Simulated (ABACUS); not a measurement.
**Mo: equation of state with PBE**

Mo:

```xyz
1
Lattice="-1.5838 1.5838 1.5838 1.5838 -1.5838 1.5838 1.5838 1.5838 -1.5838" Properties=species:S:1:pos:R:3 pbc="T T T"
Mo    0.0000    0.0000    0.0000
```

```yaml
Program: ABACUS 3.10.1
Task: equation of state
Functional: PBE
Potentials_or_basis: Ansatz NC PBE
Cutoff: 1102 eV
Density_cutoff: 4408 eV
Basis: plane waves
k_mesh: 8 × 8 × 8
Occupations: fermi-dirac, width 0.05 eV
Spin: no spin polarisation
```

- Equilibrium volume: 15.83 Å³/atom
- Bulk modulus: 254 GPa
- Pressure derivative of the bulk modulus: 4.2 (rough: it moves with the points fitted)

Energy against volume, from the lowest point:
```csv
volume (Å³/atom),energy (meV/atom)
14.938,40.43
15.574,0.00
16.209,3.74
16.845,43.39
```

All runs of the series together: 20 s on 4 threads of Intel(R) Xeon(R) Platinum 8259CL CPU @ 2.50GHz (Skylake/Cascade Lake), on a shared host.
